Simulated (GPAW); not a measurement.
# GaN (P6_3mc) in GPAW: settings compared

One crystal, GaN, is run at these levels: SOGGA, revTPSS+D4, WC, SCAN+D4, PBE; tasks: relaxation of cell and atoms, single point.

Everything below comes from runs of GPAW 26.7.0. Logs are shortened: lines on timing, memory, paths and dates and some standing lists are left out, and cuts for length are marked. The log counts tension as positive stress, the text compression.

**The experiment to reproduce.**

From “Studying electronic properties in GaN without electrical contacts using γ-γ vs e−-γ Perturbed Angular Correlations”, 2019, pmc:6823545, for a bulk crystal of GaN: band gap 3.503 ± 0.005 eV (direct).

The runs below are set against these values where they give the same quantity.

## (1) The structure

Symmetry: P6_3mc, No. 186, hexagonal system. Conventional cell: a = 3.180 Å, b = 3.180 Å, c = 5.166 Å, α = 90.00°, β = 90.00°, γ = 120.00°. Ga (site symmetry 3m) has 4 N at 1.94 to 1.95 Å as nearest neighbours. N (site symmetry 3m) is surrounded by 4 Ga at 1.94 to 1.95 Å.

## (2) Relaxation of cell and atoms, SOGGA, target pressure 1 GPa, at which the enthalpy is minimised

Input file run.py:

```python
from ase import Atoms
from ase.filters import FrechetCellFilter
from ase.io import write
from ase.optimize import FIRE
from ase.units import GPa
from gpaw import GPAW, PW, setup_paths

setup_paths.insert(0, '.')

atoms = Atoms(['Ga', 'Ga', 'N', 'N'],
              cell=[[3.18, 0.0, 0.0],
                    [-1.59, 2.753960784, 0.0],
                    [0.0, 0.0, 5.166]],
              scaled_positions=[[0.6666666667, 0.3333333333, 0.5],
                                [0.3333333333, 0.6666666667, 0.0],
                                [0.6666666667, 0.3333333333, 0.875],
                                [0.3333333333, 0.6666666667, 0.375]],
              pbc=True)

calc = GPAW(mode=PW(800),
            xc='GGA_X_SOGGA+GGA_C_PBE_SOL',
            kpts={'size': (7, 7, 4), 'gamma': True},
            occupations={'name': 'fermi-dirac', 'width': 0.05},
            nbands=18,
            convergence={'density': 1e-06, 'energy': 1e-06, 'eigenstates': 1e-10},
            maxiter=150,
            txt='gpaw.txt')
atoms.calc = calc
opt = FIRE(FrechetCellFilter(atoms, scalar_pressure=1 * GPa), trajectory='relax.traj', logfile='-')
done = opt.run(fmax=0.02, steps=40)
calc.write('gs.gpw')
write('result.traj', atoms)
print('Converged:', done)
print('Cell:', atoms.cell.cellpar().round(4))
print('Volume:', round(atoms.get_volume(), 4))
print(atoms.get_scaled_positions().round(5))
```

Potentials or basis: PAW data sets generated in the run's folder for this functional, pw.

Launch:

```console
$ gpaw-setup -f GGA_X_SOGGA+GGA_C_PBE_SOL Ga N
$ OMP_NUM_THREADS=1 python run.py
```

gpaw.txt:

```text
__  _  _
 | _ |_)|_||  |
 |__||  | ||/\| - 26.7.0

Input parameters:
  mode=PW(ecut=800.0),
  convergence={'density': 1e-06, 'energy': 1e-06, 'eigenstates': 1e-10},
  kpts=MonkhorstPack(size=(7, 7, 4), gamma=True),
  maxiter=150,
  nbands=18,
  occupations=Occupations(name='fermi-dirac', width=0.05),
  xc=XC(name='GGA_X_SOGGA+GGA_C_PBE_SOL')

Diagonalizing LCAO Hamiltonian
Converting LCAO to pw mode

           N

           Ga
        N

        Ga

Atoms  # Å, Bohr magnetons
|   | symbol |         x |        y |        z |    initial magnetic moments |
|---|--------|-----------|----------|----------|-----------------------------|
| 0 |     Ga |  1.590000 | 0.917987 | 2.583000 | ( 0.0000,  0.0000,  0.0000) |
| 1 |     Ga | -0.000000 | 1.835974 | 0.000000 | ( 0.0000,  0.0000,  0.0000) |
| 2 |      N |  1.590000 | 0.917987 | 4.520250 | ( 0.0000,  0.0000,  0.0000) |
| 3 |      N | -0.000000 | 1.835974 | 1.937250 | ( 0.0000,  0.0000,  0.0000) |

Unit cell  # Å
| periodic |         x |        y |        z |  lengths |     angles |
|----------|-----------|----------|----------|----------|------------|
|      yes |  3.180000 | 0.000000 | 0.000000 | 3.180000 |  90.000000 |
|      yes | -1.590000 | 2.753961 | 0.000000 | 3.180000 |  90.000000 |
|      yes |  0.000000 | 0.000000 | 5.166000 | 5.166000 | 120.000000 |

Number of symmetries: 6
Symmetry operations  # r_c * U_cc + t_c -> r_c
|   | kind |            matrix            |
|---|------|------------------------------|
| 0 |  σ   |  1, 1, 0,  0,-1, 0,  0, 0, 1 |
| 1 |  E   |  1, 0, 0,  0, 1, 0,  0, 0, 1 |
| 2 |  C3  |  0, 1, 0, -1,-1, 0,  0, 0, 1 |
| 3 |  σ   |  0,-1, 0, -1, 0, 0,  0, 0, 1 |
| 4 |  σ   | -1, 0, 0,  1, 1, 0,  0, 0, 1 |
| 5 |  C3  | -1,-1, 0,  1, 0, 0,  0, 0, 1 |
[... 192 lines left out ...]
Stress tensor  # eV/Ang^3
|         x |         y |         z |
|-----------|-----------|-----------|
| -0.051627 |  0.000000 |  0.000000 |
| -0.000000 | -0.051627 |  0.000000 |
|  0.000000 |  0.000000 | -0.065204 |

Forces  # eV/Ang
|        x |       y |        z |
|----------|---------|----------|
| -0.00000 | 0.00000 | -0.17714 |  # Ga   0
| -0.00000 | 0.00000 | -0.17712 |  # Ga   1
|  0.00000 | 0.00000 |  0.17701 |  # N    2
| -0.00000 | 0.00000 |  0.17667 |  # N    3

Interpolating wave functions to new cell

           N

           Ga
        N
[... 218 lines left out ...]
Stress tensor  # eV/Ang^3
|         x |         y |         z |
|-----------|-----------|-----------|
| -0.046990 |  0.000000 |  0.000000 |
|  0.000000 | -0.046990 |  0.000000 |
|  0.000000 |  0.000000 | -0.055291 |

Forces  # eV/Ang
|        x |       y |        z |
|----------|---------|----------|
|  0.00000 | 0.00000 | -0.11157 |  # Ga   0
| -0.00000 | 0.00000 | -0.11158 |  # Ga   1
|  0.00000 | 0.00000 |  0.11141 |  # N    2
|  0.00000 | 0.00000 |  0.11116 |  # N    3

Interpolating wave functions to new cell

           N

        N  Ga
[... 218 lines left out ...]
Stress tensor  # eV/Ang^3
|         x |         y |         z |
|-----------|-----------|-----------|
| -0.037922 |  0.000000 |  0.000000 |
|  0.000000 | -0.037922 |  0.000000 |
|  0.000000 |  0.000000 | -0.038443 |

Forces  # eV/Ang
|        x |        y |        z |
|----------|----------|----------|
| -0.00000 |  0.00000 | -0.01276 |  # Ga   0
|  0.00000 |  0.00000 | -0.01280 |  # Ga   1
|  0.00000 | -0.00000 |  0.01258 |  # N    2
|  0.00000 |  0.00000 |  0.01243 |  # N    3

Interpolating wave functions to new cell

           N

        N  Ga
[... 218 lines left out ...]
Stress tensor  # eV/Ang^3
|         x |         y |         z |
|-----------|-----------|-----------|
| -0.025090 |  0.000000 |  0.000000 |
|  0.000000 | -0.025090 |  0.000000 |
|  0.000000 |  0.000000 | -0.019157 |

Forces  # eV/Ang
|        x |        y |        z |
|----------|----------|----------|
| -0.00000 |  0.00000 |  0.07318 |  # Ga   0
|  0.00000 |  0.00000 |  0.07313 |  # Ga   1
| -0.00000 |  0.00000 | -0.07341 |  # N    2
| -0.00000 | -0.00000 | -0.07338 |  # N    3

Interpolating wave functions to new cell

           N

        N  Ga
[... 218 lines left out ...]
Stress tensor  # eV/Ang^3
|         x |         y |         z |
|-----------|-----------|-----------|
| -0.009663 |  0.000000 |  0.000000 |
|  0.000000 | -0.009663 |  0.000000 |
|  0.000000 |  0.000000 | -0.001720 |

Forces  # eV/Ang
|        x |        y |        z |
|----------|----------|----------|
| -0.00000 |  0.00000 |  0.10486 |  # Ga   0
| -0.00000 |  0.00000 |  0.10484 |  # Ga   1
|  0.00000 | -0.00000 | -0.10514 |  # N    2
|  0.00000 | -0.00000 | -0.10499 |  # N    3

Interpolating wave functions to new cell

           N

        N  Ga
[... 215 lines left out ...]
Stress tensor  # eV/Ang^3
|         x |         y |         z |
|-----------|-----------|-----------|
| -0.009430 | -0.000000 |  0.000000 |
| -0.000000 | -0.009430 |  0.000000 |
|  0.000000 |  0.000000 | -0.002084 |

Forces  # eV/Ang
|        x |        y |        z |
|----------|----------|----------|
|  0.00000 |  0.00000 |  0.09692 |  # Ga   0
|  0.00000 |  0.00000 |  0.09691 |  # Ga   1
| -0.00000 | -0.00000 | -0.09717 |  # N    2
| -0.00000 | -0.00000 | -0.09705 |  # N    3

Interpolating wave functions to new cell

           N

        N  Ga

        Ga

Atoms  # Å, Bohr magnetons
|   | symbol |         x |        y |         z |    initial magnetic moments |
|---|--------|-----------|----------|-----------|-----------------------------|
| 0 |     Ga |  1.607842 | 0.928288 |  2.608323 | ( 0.0000,  0.0000,  0.0000) |
| 1 |     Ga | -0.000000 | 1.856576 | -0.007879 | ( 0.0000,  0.0000,  0.0000) |
| 2 |      N |  1.607842 | 0.928288 |  4.586209 | ( 0.0000,  0.0000,  0.0000) |
| 3 |      N | -0.000000 | 1.856576 |  1.969987 | ( 0.0000,  0.0000,  0.0000) |

Unit cell  # Å
| periodic |         x |        y |         z |  lengths |     angles |
|----------|-----------|----------|-----------|----------|------------|
|      yes |  3.215684 | 0.000000 | -0.000000 | 3.215684 |  90.000000 |
|      yes | -1.607842 | 2.784864 |  0.000000 | 3.215684 |  90.000000 |
|      yes | -0.000000 | 0.000000 |  5.232402 | 5.232402 | 120.000000 |

Number of symmetries: 6
Symmetry operations  # r_c * U_cc + t_c -> r_c
|   | kind |            matrix            |
|---|------|------------------------------|
| 0 |  σ   |  1, 1, 0,  0,-1, 0,  0, 0, 1 |
| 1 |  E   |  1, 0, 0,  0, 1, 0,  0, 0, 1 |
| 2 |  C3  |  0, 1, 0, -1,-1, 0,  0, 0, 1 |
| 3 |  σ   |  0,-1, 0, -1, 0, 0,  0, 0, 1 |
| 4 |  σ   | -1, 0, 0,  1, 1, 0,  0, 0, 1 |
| 5 |  C3  | -1,-1, 0,  1, 0, 0,  0, 0, 1 |
[... 189 lines left out ...]
Stress tensor  # eV/Ang^3
|         x |         y |         z |
|-----------|-----------|-----------|
| -0.008986 |  0.000000 | -0.000000 |
| -0.000000 | -0.008986 |  0.000000 |
| -0.000000 |  0.000000 | -0.002789 |

Forces  # eV/Ang
|        x |        y |        z |
|----------|----------|----------|
|  0.00000 |  0.00000 |  0.08156 |  # Ga   0
|  0.00000 |  0.00000 |  0.08155 |  # Ga   1
|  0.00000 | -0.00000 | -0.08184 |  # N    2
| -0.00000 |  0.00000 | -0.08172 |  # N    3

Interpolating wave functions to new cell

           N

        N  Ga

        Ga

Atoms  # Å, Bohr magnetons
|   | symbol |         x |        y |         z |    initial magnetic moments |
|---|--------|-----------|----------|-----------|-----------------------------|
| 0 |     Ga |  1.607953 | 0.928352 |  2.608818 | ( 0.0000,  0.0000,  0.0000) |
| 1 |     Ga | -0.000000 | 1.856704 | -0.007152 | ( 0.0000,  0.0000,  0.0000) |
| 2 |      N |  1.607953 | 0.928352 |  4.585074 | ( 0.0000,  0.0000,  0.0000) |
| 3 |      N | -0.000000 | 1.856704 |  1.969084 | ( 0.0000,  0.0000,  0.0000) |

Unit cell  # Å
| periodic |         x |        y |        z |  lengths |     angles |
|----------|-----------|----------|----------|----------|------------|
|      yes |  3.215905 | 0.000000 | 0.000000 | 3.215905 |  90.000000 |
|      yes | -1.607953 | 2.785056 | 0.000000 | 3.215905 |  90.000000 |
|      yes | -0.000000 | 0.000000 | 5.231938 | 5.231938 | 120.000000 |

Number of symmetries: 6
Symmetry operations  # r_c * U_cc + t_c -> r_c
|   | kind |            matrix            |
|---|------|------------------------------|
| 0 |  σ   |  1, 1, 0,  0,-1, 0,  0, 0, 1 |
| 1 |  E   |  1, 0, 0,  0, 1, 0,  0, 0, 1 |
| 2 |  C3  |  0, 1, 0, -1,-1, 0,  0, 0, 1 |
| 3 |  σ   |  0,-1, 0, -1, 0, 0,  0, 0, 1 |
| 4 |  σ   | -1, 0, 0,  1, 1, 0,  0, 0, 1 |
| 5 |  C3  | -1,-1, 0,  1, 0, 0,  0, 0, 1 |
[... 189 lines left out ...]
Stress tensor  # eV/Ang^3
|         x |         y |         z |
|-----------|-----------|-----------|
| -0.008358 |  0.000000 |  0.000000 |
|  0.000000 | -0.008358 |  0.000000 |
|  0.000000 |  0.000000 | -0.003781 |

Forces  # eV/Ang
|        x |       y |        z |
|----------|---------|----------|
|  0.00000 | 0.00000 |  0.05984 |  # Ga   0
|  0.00000 | 0.00000 |  0.05983 |  # Ga   1
|  0.00000 | 0.00000 | -0.06012 |  # N    2
| -0.00000 | 0.00000 | -0.06003 |  # N    3

Interpolating wave functions to new cell

           N

        N  Ga

        Ga

Atoms  # Å, Bohr magnetons
|   | symbol |         x |        y |         z |    initial magnetic moments |
|---|--------|-----------|----------|-----------|-----------------------------|
| 0 |     Ga |  1.608089 | 0.928430 |  2.609421 | ( 0.0000,  0.0000,  0.0000) |
| 1 |     Ga | -0.000000 | 1.856861 | -0.006272 | ( 0.0000,  0.0000,  0.0000) |
| 2 |      N |  1.608089 | 0.928430 |  4.583703 | ( 0.0000,  0.0000,  0.0000) |
| 3 |      N | -0.000000 | 1.856861 |  1.967994 | ( 0.0000,  0.0000,  0.0000) |

Unit cell  # Å
| periodic |         x |        y |        z |  lengths |     angles |
|----------|-----------|----------|----------|----------|------------|
|      yes |  3.216177 | 0.000000 | 0.000000 | 3.216177 |  90.000000 |
|      yes | -1.608089 | 2.785291 | 0.000000 | 3.216177 |  90.000000 |
|      yes | -0.000000 | 0.000000 | 5.231381 | 5.231381 | 120.000000 |

Number of symmetries: 6
Symmetry operations  # r_c * U_cc + t_c -> r_c
|   | kind |            matrix            |
|---|------|------------------------------|
| 0 |  σ   |  1, 1, 0,  0,-1, 0,  0, 0, 1 |
| 1 |  E   |  1, 0, 0,  0, 1, 0,  0, 0, 1 |
| 2 |  C3  |  0, 1, 0, -1,-1, 0,  0, 0, 1 |
| 3 |  σ   |  0,-1, 0, -1, 0, 0,  0, 0, 1 |
| 4 |  σ   | -1, 0, 0,  1, 1, 0,  0, 0, 1 |
| 5 |  C3  | -1,-1, 0,  1, 0, 0,  0, 0, 1 |
[... 189 lines left out ...]
Stress tensor  # eV/Ang^3
|         x |         y |         z |
|-----------|-----------|-----------|
| -0.007593 |  0.000000 |  0.000000 |
| -0.000000 | -0.007593 |  0.000000 |
|  0.000000 |  0.000000 | -0.004994 |

Forces  # eV/Ang
|        x |       y |        z |
|----------|---------|----------|
|  0.00000 | 0.00000 |  0.03328 |  # Ga   0
|  0.00000 | 0.00000 |  0.03327 |  # Ga   1
|  0.00000 | 0.00000 | -0.03356 |  # N    2
| -0.00000 | 0.00000 | -0.03348 |  # N    3

Interpolating wave functions to new cell

           N

        N  Ga
[... 217 lines left out ...]
Stress tensor  # eV/Ang^3
|         x |         y |         z |
|-----------|-----------|-----------|
| -0.006748 |  0.000000 |  0.000000 |
|  0.000000 | -0.006748 |  0.000000 |
|  0.000000 |  0.000000 | -0.006338 |

Forces  # eV/Ang
|       x |        y |        z |
|---------|----------|----------|
| 0.00000 |  0.00000 |  0.00382 |  # Ga   0
| 0.00000 |  0.00000 |  0.00382 |  # Ga   1
| 0.00000 | -0.00000 | -0.00410 |  # N    2
| 0.00000 | -0.00000 | -0.00406 |  # N    3

# Writing to gs.gpw (mode='')
```

Wall time 3.2 min (1 thread of Arm Neoverse V2, shared host); peak memory 0.25 GiB.

What came out:

```yaml
Free_energy: -26.2968 eV
Relaxed_volume: 11.72 Å³/atom
Relaxed_cell: a = 3.216 Å, b = 3.216 Å, c = 5.231 Å, α = 90.00°, β = 90.00°, γ = 120.00°
Space_group_after_relaxing_to_0.05_Å: P6_3mc (No. 186)
Energy_change_on_relaxing_the_enthalpy_is_what_falls: -14.5 meV/atom
Ionic_steps: 10
Pressure_after_relaxing: 1.1 GPa
Largest_force_after_relaxing: 0.004 eV/Å
Band_gap_on_the_k_mesh: 1.80 eV, direct
```

Forces on the atoms (eV/Å):
```
Ga   0.000  0.000  0.004
Ga   0.000  0.000  0.004
N    0.000  0.000 -0.004
N    0.000  0.000 -0.004
```

The path:
| step | energy change (eV) | largest force (eV/Å) | pressure (GPa) | volume (Å³) |
| --- | --- | --- | --- | --- |
| 1 | 0.0000 | 0.1771 | 9.00 | 45.24 |
| 2 | -0.0122 | 0.1116 | 7.97 | 45.43 |
| 3 | -0.0303 | 0.0128 | 6.10 | 45.80 |
| 4 | -0.0470 | 0.0734 | 3.70 | 46.29 |
| 5 | -0.0571 | 0.1051 | 1.12 | 46.86 |
| 6 | -0.0572 | 0.0972 | 1.12 | 46.86 |
| 7 | -0.0574 | 0.0818 | 1.11 | 46.86 |
| 8 | -0.0577 | 0.0601 | 1.09 | 46.86 |
| 9 | -0.0579 | 0.0336 | 1.08 | 46.86 |
| 10 | -0.0580 | 0.0041 | 1.06 | 46.87 |

Final structure:
```
CELL_PARAMETERS angstrom
3.21649 0.00000 0.00000
-1.60824 2.78556 0.00000
0.00000 0.00000 5.23078
ATOMIC_POSITIONS crystal
Ga 0.66667 0.33333 0.49899
Ga 0.33333 0.66667 0.99899
N 0.66667 0.33333 0.87601
N 0.33333 0.66667 0.37601
```

Levels at points of the mesh, in eV from the valence-band top:
```csv
k point,band 6,band 7,band 8,band 9,band 10,band 11
"(0.00, 0.00, 0.00)",-0.02,0.00,0.00,1.80,4.09,9.05
"(0.00, 0.00, 0.50)",-0.52,-0.52,-0.52,4.12,4.12,8.33
```

Caveat: the data sets keep Ga 3d, Li 1s and Be 1s frozen, and some such compounds lay over 1.5 % in volume off other programs; later steps reuse the first step's grids. Zero-point motion and thermal expansion aren't in these numbers.

[end of part 1 of 2]
